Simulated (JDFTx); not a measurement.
Sc in JDFTx: convergence with cutoff

Input of the first run (cutoff 435.382 eV); the others differ in this setting and in those tied to it:

The input Sc.in:

```
lattice \
    0.0000000000     4.2707810417     4.2707810417 \
    4.2707810417     0.0000000000     4.2707810417 \
    4.2707810417     4.2707810417     0.0000000000
coords-type Cartesian
ion Sc     0.0000000000     0.0000000000     0.0000000000 1

ion-species pseudo/Sc.upf
elec-cutoff 16
elec-ex-corr gga-x-b88 gga-c-lyp
kpoint-folding 10 10 10
elec-smearing Fermi 0.0018374661
elec-n-bands 11
electronic-SCF nIterations 100 energyDiffThreshold 1e-09
electronic-minimize nIterations 30 energyDiffThreshold 1e-7
converge-empty-states yes
forces-output-coords Cartesian

dump-name run.$VAR
dump End Ecomponents EigStats BandEigs Kpoints Forces Stress
```

Potentials or basis: PseudoDojo-SR-PBE-0.4.1-standard.

Launch:

```console
$ jdftx -c 1 -i Sc.in -o Sc.out
```

This isn't the form of Sc at room conditions, which is hcp.

Hardware: 1 thread of Intel(R) Xeon(R) 6975P-C (Granite Rapids), on a shared host.

```tsv
cutoff	energy less the tightest run, at zero smearing (meV/atom)	pressure (GPa)	SCF cycles	CPU time (s)	peak memory (GiB)
435.382 eV	3549.01	-58.81	11	6	0.05
544.228 eV	1234.84	-25.89	12	13	0.05
625.862 eV	515.27	-12.07	12	9.4	0.05
734.707 eV	135.43	-1.63	12	9.5	0.06
843.553 eV	24.08	2.85	13	11	0.06
952.399 eV	3.02	3.93	12	22	0.07
1061.24 eV	-0.48	4.24	12	19	0.07
1224.51 eV	0.26	4.48	12	27	0.08
1442.2 eV	0.00	4.48	12	28	0.1
```

Against the tightest run, the energy stays within 1 meV/atom from 1061.24 eV on; the pressure stays within 0.1 GPa from 1224.51 eV on. The tightest run that finished is the yardstick and may itself not be fully converged.

Caveat, for the tightest run too: the potentials were made for another functional, which shifts forces and pressure.
